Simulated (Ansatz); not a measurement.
**Dielectric response of SiC (10-10) films**

Aim: the electronic and static ε of wurtzite SiC (10-10) from films of three thicknesses in a field.

Program: Ansatz 0.2.0. Level of theory: plane-wave DFT, LDA, Ansatz PAW. Results are calculated unless marked as measured.

Report form: the programs' logs are mostly left out.

### Step 1. Starting point

The cell holds 12 atoms: 6 Si and 6 C. Cell: a = 3.080 Å, b = 5.050 Å, c = 24.224 Å, α = 90.0°, β = 90.0°, γ = 90.0°. It derives from SiC (wurtzite SiC). Vacuum lies along c.

### Step 2. Relaxing the film, 12 atoms, units 3

The structure is relaxed first, because levels and dipoles at a surface follow the positions of the outer atoms.

The input, input.yaml:

```yaml
crystal:
  lattice:
    - [3.08, 0.0, 0.0]
    - [0.0, 5.05, 0.0]
    - [0.0, 0.0, 24.2238359019]
  atoms:
    - { symbol: Si, position: [0.0, 0.0, 0.3715348814] }
    - { symbol: C, position: [0.0, 0.375, 0.3715348814] }
    - { symbol: Si, position: [0.5, 0.5, 0.408239201] }
    - { symbol: C, position: [0.5, 0.875, 0.408239201] }
    - { symbol: Si, position: [0.5, 0.0, 0.4816478402] }
    - { symbol: C, position: [0.5, 0.375, 0.4816478402] }
    - { symbol: Si, position: [0.0, 0.5, 0.5183521598] }
    - { symbol: C, position: [0.0, 0.875, 0.5183521598] }
    - { symbol: Si, position: [0.0, 0.0, 0.591760799] }
    - { symbol: C, position: [0.0, 0.375, 0.591760799] }
    - { symbol: Si, position: [0.5, 0.5, 0.6284651186] }
    - { symbol: C, position: [0.5, 0.875, 0.6284651186] }
kpoints:
  mp_grid: { grid: [8, 6, 1] }
hamiltonian:
  xc: lda
scf:
  occupations: { method: fixed }
  convergence: { dr2_threshold: 1.0e-09 }
efield:
  axis: 3
  dipole_correction: true
  ramp_position: 0.97
  ramp_width: 0.06
relax:
  f_tol: 0.003
  max_steps: 100
output:
  write_potential: true
  write_density: true
  volumetric_format: npy
```

Launch:

```console
$ ansatz run input.yaml --threads 4 --pin off --max-ram 6144MiB --backend cpu --events-out ev --progress --plain --runs-dir out
```

Elapsed: 34 s, on 4 threads of Arm Neoverse V2, shared host; peak memory 0.71 GiB.

Step by step:

```csv
step,energy less that of the first step (eV),largest force component (eV/Å)
1,0.0000,2.3567
2,-1.0322,1.6994
3,-1.3234,2.4618
4,-1.4657,0.5318
5,-1.4810,0.2362
6,-1.4858,0.0198
7,-1.4859,0.0029
```

The run keeps the 2 symmetry operations that it works with, so distortions that break them were not tested.

The atoms that moved most (Å):

```csv
atom,dx,dy,dz,length
Si11,0.000,0.115,-0.286,0.309
Si1,0.000,0.115,0.286,0.309
C2,0.000,-0.059,0.149,0.160
C12,0.000,-0.059,-0.149,0.160
Si3,0.000,-0.038,-0.044,0.058
Si9,0.000,-0.038,0.044,0.058
C10,0.000,-0.050,0.023,0.055
C4,0.000,-0.050,-0.023,0.055
```

Numbers from this step:

| Property | Result |
| --- | --- |
| gap on the k-mesh | 1.392 eV |
| dipole along the normal | -1.52e-5 e·Å |
| ionisation energy, upper face | 5.603 eV |
| electron affinity, upper face | 4.211 eV |

Running mean over 2.667 Å of the planar mean; the ramp of the sawtooth is left out. Electron's electrostatic potential energy less the highest filled level against z:

z (Å), electron's electrostatic potential energy less the highest filled level (eV) and a bar from the least value:
```
      3.0       5.60 ##############################
      3.5       5.60 ##############################
      4.0       5.60 ##############################
      4.5       5.60 ##############################
      5.0       5.60 ##############################
      5.5       5.60 ##############################
      6.0       5.57 ##############################
      6.5       5.49 ##############################
      7.0       5.16 #############################
      7.5       3.87 ##########################
      8.0       0.69 ####################
      8.5      -3.34 ###########
      9.0      -6.31 #####
      9.5      -7.48 ###
     10.0      -8.25 #
     10.5      -8.72 
     11.0      -8.28 #
     11.5      -7.87 ##
     12.0      -7.80 ##
     12.5      -7.82 ##
     13.0      -8.03 #
     13.5      -8.60 
     14.0      -8.57 
     14.5      -7.80 ##
     15.0      -6.99 ####
     15.5      -4.90 ########
     16.0      -1.12 ################
     16.5       2.65 ########################
     17.0       4.78 ############################
     17.5       5.40 ##############################
     18.0       5.55 ##############################
     18.5       5.59 ##############################
     19.0       5.60 ##############################
     19.5       5.60 ##############################
     20.0       5.60 ##############################
     20.5       5.60 ##############################
     21.0       5.60 ##############################
```

The relaxation took 7 steps and lowered the energy by 1.5 eV; the largest force on the free atoms ends at 0.0029 eV/Å.

The gap is 1.39 eV, with the valence edge 5.60 eV and the conduction edge 4.21 eV under the upper vacuum level.

### Step 3. The relaxed film, single point, 12 atoms, units 3

The film was relaxed beforehand; a single point on the relaxed positions gives its levels and potential.

The input, input.yaml:

```yaml
crystal:
  lattice:
    - [3.08, 0.0, 0.0]
    - [0.0, 5.05, 0.0]
    - [0.0, 0.0, 24.2238359019]
  atoms:
    - { symbol: Si, position: [0.0, 0.0227830742, 0.3833613358] }
    - { symbol: C, position: [0.0, 0.3633647547, 0.3776970073] }
    - { symbol: Si, position: [0.5, 0.4924046025, 0.4064323623] }
    - { symbol: C, position: [0.5, 0.8650873227, 0.4072735564] }
    - { symbol: Si, position: [0.5, 0.0037366692, 0.4828014675] }
    - { symbol: C, position: [0.5, 0.3776237134, 0.4826606426] }
    - { symbol: Si, position: [0.0, 0.5037366981, 0.5171985126] }
    - { symbol: C, position: [0.0, 0.8776237524, 0.5173393957] }
    - { symbol: Si, position: [0.0, -0.007595545, 0.5935676103] }
    - { symbol: C, position: [0.0, 0.3650872265, 0.5927264769] }
    - { symbol: Si, position: [0.5, 0.5227830472, 0.6166386269] }
    - { symbol: C, position: [0.5, 0.863364684, 0.6223030056] }
kpoints:
  mp_grid: { grid: [8, 6, 1] }
hamiltonian:
  xc: lda
scf:
  occupations: { method: fixed }
  convergence: { dr2_threshold: 1.0e-09 }
efield:
  axis: 3
  dipole_correction: true
  ramp_position: 0.97
  ramp_width: 0.06
output:
  eigenvalues: true
  write_potential: true
  write_density: true
  volumetric_format: npy
```

The job ended after 8.2 s (4 threads; peak memory 0.76 GiB).

Numbers from this step:

- dipole along the normal: 1.63e-5 e·Å

Running mean over 2.667 Å of the planar mean; the ramp of the sawtooth is left out. Table of electron's electrostatic potential energy less the highest filled level by z:

| z (Å) | electron's electrostatic potential energy less the highest filled level (eV) |
| --- | --- |
| 3 | 5.60 |
| 4 | 5.60 |
| 5 | 5.60 |
| 6 | 5.57 |
| 7 | 5.16 |
| 8 | 0.692 |
| 9 | -6.31 |
| 10 | -8.25 |
| 11 | -8.28 |
| 12 | -7.80 |
| 13 | -8.03 |
| 14 | -8.57 |
| 15 | -6.99 |
| 16 | -1.12 |
| 17 | 4.78 |
| 18 | 5.55 |
| 19 | 5.60 |
| 20 | 5.60 |
| 21 | 5.60 |

The gap is 1.39 eV, with the valence edge 5.60 eV and the conduction edge 4.21 eV under the upper vacuum level.

### Step 4. Atoms held, 12 atoms, units 3, field 0.1 V/Å

A sawtooth potential applies the field, turning back in the middle of the vacuum. With the dipole correction the typed value is the field outside the slab. The induced dipole is small, so the SCF threshold is tight.

input.yaml, as its differences from that of step 3:

```diff
@@ -24,3 +24,3 @@
   occupations: { method: fixed }
-  convergence: { dr2_threshold: 1.0e-09 }
+  convergence: { dr2_threshold: 1.0e-10 }
 efield:
@@ -30,4 +30,4 @@
   ramp_width: 0.06
+  amplitude: 0.1
 output:
-  eigenvalues: true
   write_potential: true
```

The job ended after 9.4 s (4 threads; peak memory 0.75 GiB).

This step gave:

```
gap on the k-mesh       : 1.360 eV
dipole along the normal : 0.06649 e·Å
```

The dipole is 0.0665 e·Å, and the gap on the mesh 1.360 eV.

### Step 5. Atoms held, 12 atoms, units 3, field -0.1 V/Å

input.yaml, as its differences from that of step 4:

```diff
@@ -30,3 +30,3 @@
   ramp_width: 0.06
-  amplitude: 0.1
+  amplitude: -0.1
 output:
```

Wall time 9.4 s (4 threads); peak memory 0.75 GiB; 37 s of CPU time.

The dipole is -0.0665 e·Å, and the gap on the mesh 1.360 eV.

### Step 6. Response with the atoms held, 12 atoms, units 3

This step: plane-wave DFT, LDA, Ansatz PAW; response to a field along the normal, atoms held (Ansatz 0.2.0).

The two fields give this film's response with the atoms held: the electronic part.

This step gave:

- equivalent conductor thickness p/(ε₀AE): 7.736 Å
- distance between the outer atoms: 5.925 Å
- thickness: 8.002 Å

Local field over the applied field, running mean. From the potentials at -0.1 and 0.1 V/Å; running mean over 2.667 Å, taken twice. Local field over applied field against z:

z (Å), local field over applied field and a bar:
```
      4.5      0.995 ##############################
      5.0      0.987 ##############################
      5.5      0.968 #############################
      6.0      0.930 ############################
      6.5      0.864 ##########################
      7.0      0.769 ######################
      7.5      0.646 ##################
      8.0      0.509 ##############
      8.5      0.375 #########
      9.0      0.262 #####
      9.5      0.180 ###
     10.0      0.129 #
     10.5      0.105 
     11.0      0.099 
     11.5      0.099 
     12.0      0.099 
     12.5      0.099 
     13.0      0.099 
     13.5      0.101 
     14.0      0.116 #
     14.5      0.153 ##
     15.0      0.222 ####
     15.5      0.321 #######
     16.0      0.448 ############
     16.5      0.586 ################
     17.0      0.717 #####################
     17.5      0.825 ########################
     18.0      0.904 ###########################
     18.5      0.954 #############################
     19.0      0.981 #############################
     19.5      0.992 ##############################
     20.0      0.997 ##############################
```

Electrons, planar mean, per unit field. Induced electron density against z:

```
z (Å)  induced electron density (e/Å³ per V/Å)
  4.5                                   6.3e-6
  5.0                                   1.9e-5
  5.5                                   5.6e-5
  6.0                                   1.6e-4
  6.5                                   4.2e-4
  7.0                                   9.9e-4
  7.5                                  0.00201
  8.0                                  0.00313
  8.5                                  0.00280
  9.0                                  0.00103
  9.5                                   2.4e-5
 10.0                                  -8.7e-4
 10.5                                  -3.8e-4
 11.0                                   5.1e-5
 11.5                                   8.4e-4
 12.0                                   5.2e-4
 12.5                                 -0.00115
 13.0                                  -3.1e-4
 13.5                                   1.8e-4
 14.0                                   6.9e-4
 14.5                                   6.6e-4
 15.0                                  -8.0e-4
 15.5                                 -0.00188
 16.0                                 -0.00331
 16.5                                 -0.00257
 17.0                                 -0.00139
 17.5                                  -6.2e-4
 18.0                                  -2.5e-4
 18.5                                  -9.0e-5
 19.0                                  -3.1e-5
 19.5                                  -1.1e-5
 20.0                                  -3.4e-6
```

By hand: between -0.1 and 0.1 V/Å the dipole changes by 0.1330 e·Å, a slope of 0.6649 e·Å²/V. A perfect conductor of thickness t has p = ε₀AEt, so t = 180.95 × 0.6649 / 15.554 = 7.74 Å (e/ε₀ = 180.95 V·Å, A in Å²).

The induced dipole is that of a conductor 7.74 Å thick.

### Step 7. Field on, atoms free, 12 atoms, field 0.05 V/Å

This step: plane-wave DFT, LDA, Ansatz PAW (Ansatz 0.2.0).

Now the atoms may follow the field. A weak field makes forces of meV/Å to tens of meV/Å, so the force tolerance is set well below the usual one.

input.yaml, as its differences from that of step 5:

```diff
@@ -30,3 +30,6 @@
   ramp_width: 0.06
-  amplitude: -0.1
+  amplitude: 0.05
+relax:
+  f_tol: 0.0006
+  max_steps: 70
 output:
```

Run time: 20 s. Hardware: 4 threads; peak memory 0.69 GiB.

No atom moved by 0.005 Å in the relaxation.

This step gave:

- gap on the k-mesh: 1.384 eV
- dipole along the normal: 0.03465 e·Å

The relaxation took 4 steps and lowered the energy by 4.2e-5 eV; the largest force on the free atoms ends at 3.5e-4 eV/Å.

The dipole is 0.0347 e·Å, and the gap on the mesh 1.384 eV.

### Step 8. Field on, atoms free, 12 atoms, field -0.05 V/Å

The opposite sign, again from the field-free geometry; the difference of the two cancels what relaxes without a field.

input.yaml, as its differences from that of step 7:

```diff
@@ -30,3 +30,3 @@
   ramp_width: 0.06
-  amplitude: 0.05
+  amplitude: -0.05
 relax:
```

Wall time 20 s (4 threads); peak memory 0.7 GiB; 77 s of CPU time.

No atom moved by 0.005 Å in the relaxation.

The relaxation took 4 steps and lowered the energy by 4.2e-5 eV; the largest force on the free atoms ends at 3.5e-4 eV/Å.

The dipole is -0.0347 e·Å, and the gap on the mesh 1.384 eV.

### Step 9. Response with the atoms relaxed, 12 atoms, units 3

This step: plane-wave DFT, LDA, Ansatz PAW; response to a field along the normal, atoms relaxed (Ansatz 0.2.0).

The two relaxed runs give the static response.

Numbers from this step:

```yaml
equivalent_conductor_thickness_p_eps_0ae: 8.063 Å
distance_between_the_outer_atoms: 5.926 Å
```

Local field over the applied field, running mean. From the potentials at -0.05 and 0.05 V/Å; running mean over 2.667 Å, taken twice. Local field over applied field against z:

z (Å), local field over applied field and a bar:
```
     4.19      0.998 ##############################
     4.64      0.994 ##############################
     5.08      0.986 ##############################
     5.53      0.968 #############################
     5.83      0.948 ############################
     6.28      0.898 ###########################
     6.73      0.826 #########################
     7.18      0.726 #####################
     7.63      0.598 #################
     8.07      0.464 #############
     8.52      0.338 #########
     8.97      0.235 ######
     9.27      0.175 ####
     9.72      0.104 #
    10.17      0.077 #
    10.62      0.065 
    11.07      0.060 
    11.51      0.059 
    11.96      0.061 
    12.26      0.061 
    12.71      0.059 
    13.16      0.060 
    13.61      0.065 
    14.06      0.077 #
    14.50      0.104 #
    14.95      0.175 ####
    15.25      0.235 ######
    15.70      0.338 #########
    16.15      0.464 #############
    16.60      0.598 #################
    17.05      0.726 #####################
    17.50      0.826 #########################
    17.94      0.898 ###########################
    18.39      0.948 ############################
    18.69      0.968 #############################
    19.14      0.986 ##############################
    19.59      0.994 ##############################
    20.04      0.998 ##############################
```

The induced dipole is that of a conductor 8.06 Å thick.

### Step 10. Relaxation, 16 atoms, units 4

This step: plane-wave DFT, LDA, Ansatz PAW (Ansatz 0.2.0).

System of this step: SiC (10-10), 4 units. The cell holds 16 atoms: 8 Si and 8 C. Cell: a = 3.080 Å, b = 5.050 Å, c = 26.891 Å, α = 90.0°, β = 90.0°, γ = 90.0°. It derives from SiC (wurtzite SiC). Vacuum lies along c.

The next thickness, treated alike, so that differences show the interior and the faces cancel.

The input, input.yaml:

```yaml
crystal:
  lattice:
    - [3.08, 0.0, 0.0]
    - [0.0, 5.05, 0.0]
    - [0.0, 0.0, 26.8911941455]
  atoms:
    - { symbol: Si, position: [0.0, 0.0, 0.3346820506] }
    - { symbol: C, position: [0.0, 0.375, 0.3346820506] }
    - { symbol: Si, position: [0.5, 0.5, 0.3677456405] }
    - { symbol: C, position: [0.5, 0.875, 0.3677456405] }
    - { symbol: Si, position: [0.5, 0.0, 0.4338728202] }
    - { symbol: C, position: [0.5, 0.375, 0.4338728202] }
    - { symbol: Si, position: [0.0, 0.5, 0.4669364101] }
    - { symbol: C, position: [0.0, 0.875, 0.4669364101] }
    - { symbol: Si, position: [0.0, 0.0, 0.5330635899] }
    - { symbol: C, position: [0.0, 0.375, 0.5330635899] }
    - { symbol: Si, position: [0.5, 0.5, 0.5661271798] }
    - { symbol: C, position: [0.5, 0.875, 0.5661271798] }
    - { symbol: Si, position: [0.5, 0.0, 0.6322543595] }
    - { symbol: C, position: [0.5, 0.375, 0.6322543595] }
    - { symbol: Si, position: [0.0, 0.5, 0.6653179494] }
    - { symbol: C, position: [0.0, 0.875, 0.6653179494] }
kpoints:
  mp_grid: { grid: [8, 6, 1] }
hamiltonian:
  xc: lda
scf:
  occupations: { method: fixed }
  convergence: { dr2_threshold: 1.0e-09 }
efield:
  axis: 3
  dipole_correction: true
  ramp_position: 0.97
  ramp_width: 0.06
relax:
  f_tol: 0.003
  max_steps: 100
output:
  write_potential: true
  write_density: true
  volumetric_format: npy
```

Run time: 54 s. Hardware: 4 threads; peak memory 0.86 GiB; 3.5 min of CPU time.

Step by step:

```csv
step,energy less that of the first step (eV),largest force component (eV/Å)
1,0.0000,2.3640
2,-1.0254,1.7107
3,-1.3018,2.4361
4,-1.4367,0.5928
5,-1.4602,0.0517
6,-1.4608,0.0062
7,-1.4608,0.0008
```

Forces are held to the 2 operations that the run works with; a distortion that breaks them can't arise in this run.

The atoms that moved most (Å):

```
atom     dx      dy      dz  length
Si15  0.000   0.109  -0.294   0.314
 Si1  0.000   0.109   0.294   0.314
  C2  0.000  -0.065   0.161   0.173
 C16  0.000  -0.065  -0.161   0.173
  C4  0.000  -0.055  -0.005   0.055
 C14  0.000  -0.055   0.005   0.055
 Si3  0.000  -0.046  -0.025   0.053
Si13  0.000  -0.046   0.025   0.053
```

The relaxation took 7 steps and lowered the energy by 1.5 eV; the largest force on the free atoms ends at 8.1e-4 eV/Å.

The gap is 1.47 eV, with the valence edge 5.72 eV and the conduction edge 4.25 eV under the upper vacuum level.

### Step 11. Single point on the relaxed film, 16 atoms, units 4

The input, input.yaml:

```yaml
crystal:
  lattice:
    - [3.08, 0.0, 0.0]
    - [0.0, 5.05, 0.0]
    - [0.0, 0.0, 26.8911941455]
  atoms:
    - { symbol: Si, position: [0.0, 0.0216614496, 0.3456133844] }
    - { symbol: C, position: [0.0, 0.3622067777, 0.3406540935] }
    - { symbol: Si, position: [0.5, 0.4908213041, 0.3668207056] }
    - { symbol: C, position: [0.5, 0.8641800459, 0.3675499876] }
    - { symbol: Si, position: [0.5, 0.005038063, 0.4351292295] }
    - { symbol: C, position: [0.5, 0.3781381983, 0.4351583577] }
    - { symbol: Si, position: [0.0, 0.5010430238, 0.467071078] }
    - { symbol: C, position: [0.0, 0.8769101872, 0.4666129227] }
    - { symbol: Si, position: [0.0, 0.0010431004, 0.5329289231] }
    - { symbol: C, position: [0.0, 0.3769102496, 0.5333870963] }
    - { symbol: Si, position: [0.5, 0.5050382071, 0.5648707708] }
    - { symbol: C, position: [0.5, 0.878138344, 0.5648416442] }
    - { symbol: Si, position: [0.5, -0.0091783756, 0.6331792821] }
    - { symbol: C, position: [0.5, 0.3641803802, 0.6324500138] }
    - { symbol: Si, position: [0.0, 0.5216618498, 0.6543866051] }
    - { symbol: C, position: [0.0, 0.862207195, 0.6593459054] }
kpoints:
  mp_grid: { grid: [8, 6, 1] }
hamiltonian:
  xc: lda
scf:
  occupations: { method: fixed }
  convergence: { dr2_threshold: 1.0e-09 }
efield:
  axis: 3
  dipole_correction: true
  ramp_position: 0.97
  ramp_width: 0.06
output:
  eigenvalues: true
  write_potential: true
  write_density: true
  volumetric_format: npy
  elf: true
```

Elapsed: 14 s, on 4 threads; peak memory 0.95 GiB.

The gap is 1.47 eV, with the valence edge 5.72 eV and the conduction edge 4.25 eV under the upper vacuum level.

### Step 12. Atoms held, 16 atoms, units 4, field 0.1 V/Å

input.yaml, as its differences from that of step 11:

```diff
@@ -28,3 +28,3 @@
   occupations: { method: fixed }
-  convergence: { dr2_threshold: 1.0e-09 }
+  convergence: { dr2_threshold: 1.0e-10 }
 efield:
@@ -34,4 +34,4 @@
   ramp_width: 0.06
+  amplitude: 0.1
 output:
-  eigenvalues: true
   write_potential: true
@@ -39,2 +39 @@
   volumetric_format: npy
-  elf: true
```

Wall time 16 s (4 threads); peak memory 0.94 GiB.

The dipole is 0.0859 e·Å, and the gap on the mesh 1.426 eV.

[end of part 1 of 3]

[Logs are printed without paths, hosts, clocks, repeated set-up lines and the standing remarks that a program may print on its own settings, such as how far it seeks lower states.]

[Hosts, paths, dates, database ids (printed as entryN), source tags and the programs' standing remarks are cut or masked in the printed files.]

[Maps of the electrostatic potential energy from Ansatz leave out the sawtooth potential of an applied field or a dipole correction, so their vacuum need not be flat; planar profiles and work functions include it.]
